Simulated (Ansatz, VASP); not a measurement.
Na: VASP beside Ansatz

Contents of INCAR:

```
SYSTEM = Na
PREC = Accurate
ENCUT = 520
EDIFF = 1E-6
ISMEAR = -1
SIGMA = 0.03
LREAL = .False.
LASPH = .True.
NELM = 100
ALGO = Normal
ISIF = 2
LWAVE = .False.
LCHARG = .False.
GGA = PS
NBANDS = 10
```

Contents of KPOINTS:

```
Automatic mesh
0
Gamma
  11 11 11
  0 0 0
```

Contents of POSCAR:

```
Na
1.0
   -2.0888816270      2.0888816270      2.0888816270
    2.0888816270     -2.0888816270      2.0888816270
    2.0888816270      2.0888816270     -2.0888816270
Na
1
Direct
    0.0000000000      0.0000000000      0.0000000000
```

Input for Ansatz:

```yaml
crystal:
  lattice:
    - [-2.088881627, 2.088881627, 2.088881627]
    - [2.088881627, -2.088881627, 2.088881627]
    - [2.088881627, 2.088881627, -2.088881627]
  atoms:
    - { symbol: Na, position: [0.0, 0.0, 0.0] }
kpoints:
  mp_grid: { grid: [11, 11, 11] }
  band_path:
    path:
      - [0.0, 0.0, 0.0]
      - [0.5, -0.5, 0.5]
      - [0.0, 0.0, 0.5]
      - [0.0, 0.0, 0.0]
      - [0.25, 0.25, 0.25]
      - [0.5, -0.5, 0.5]
      - [0.25, 0.25, 0.25]
      - [0.0, 0.0, 0.5]
    npoints: 5
scf:
  occupations: { method: fermi_dirac, width: 0.03 }
hamiltonian:
  xc: pbesol
  pseudopotentials: { kind: all_electron, lapw: { basis_error: 0.0005 } }
output:
  forces: true
  stress: true
  eigenvalues: true
```

Change from the starting cell: volume scaled by 0.96.

Alike in both runs: task single point; functional PBEsol; k mesh 11 × 11 × 11; occupations fermi-dirac, width 0.03 eV; no spin polarisation.

|  | VASP | Ansatz |
| --- | --- | --- |
| version | VASP 6.6.1 | Ansatz 0.2.0 |
| potentials or method | VASP PAW PBE potentials, release 64 (Na_pv) | all-electron LAPW, scalar-relativistic |
| plane-wave cutoff (eV) | 520 | see its input |

VASP gave:

```
pressure (GPa) : -0.1
```

Task: Which values does Ansatz return?

Result: Pressure (GPa): 0.0.

Ansatz ran all-electron here, so the differences hold the error of VASP's frozen core and of both bases.

Caveats: the PAW data sets were made with another functional, which shifts forces and pressure a little (VASP).
